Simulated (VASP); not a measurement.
## SnS2: single point with PBE+D3(BJ)

SnS2:

```
Sn S
1.0
     3.63900    0.00000    0.00000
    -1.81950    3.15147    0.00000
     0.00000    0.00000    5.86800
Sn S
1 2
Cartesian
  0.0000 0.0000 0.0000
  0.0000 2.1010 1.4670
  1.8195 1.0505 4.4010
```

```
Program                : VASP 6.6.1
Task                   : single point
Functional             : PBE
Dispersion             : D3(BJ)
Potentials or basis    : VASP PAW PBE potentials, release 64 (Sn_d, S)
Cutoff                 : 450 eV
k mesh                 : 9 × 9 × 4
Occupations            : gaussian, width 0.02 eV
Spin                   : no spin polarisation
Further INCAR settings : ALGO = Fast; EDIFF = 1e-07; NBANDS = 20
```

```
Pressure                   : 1.7 GPa
Largest force              : 0.255 eV/Å
Band gap on the k mesh     : 1.46 eV, indirect (least direct gap 1.92 eV)
Dispersion energy per atom : -0.330 eV
```

Forces in eV/Å, atoms in the order of the input:
```
Sn   0.000  0.000  0.000
S    0.000  0.000  0.255
S    0.000  0.000 -0.255
```

Stress tensor (GPa, compression positive):
```
1.82 0.00 0.00
0.00 1.82 0.00
0.00 0.00 1.45
```

Levels at points of the mesh, in eV from the valence-band top:
```
           k point  band 9  band 10  band 11  band 12  band 13  band 14  band 15  band 16  band 17  band 18
(0.00, 0.00, 0.00)   -0.64    -0.64    -0.36    -0.36     0.00     2.01     3.67     5.46     5.46     8.96
(0.00, 0.00, 0.50)   -1.94    -0.73    -0.73    -0.22    -0.22     3.16     3.75     5.20     5.20     8.80
```

Wall time 42 s on 1 thread of Intel(R) Xeon(R) Platinum 8488C (Sapphire Rapids), on a shared host, peak memory 0.2 GiB.

Caveat: spin-orbit coupling is left out, which moves the levels of the heavy elements; an odd mesh through Γ misses points on the zone boundary, where band edges often lie.
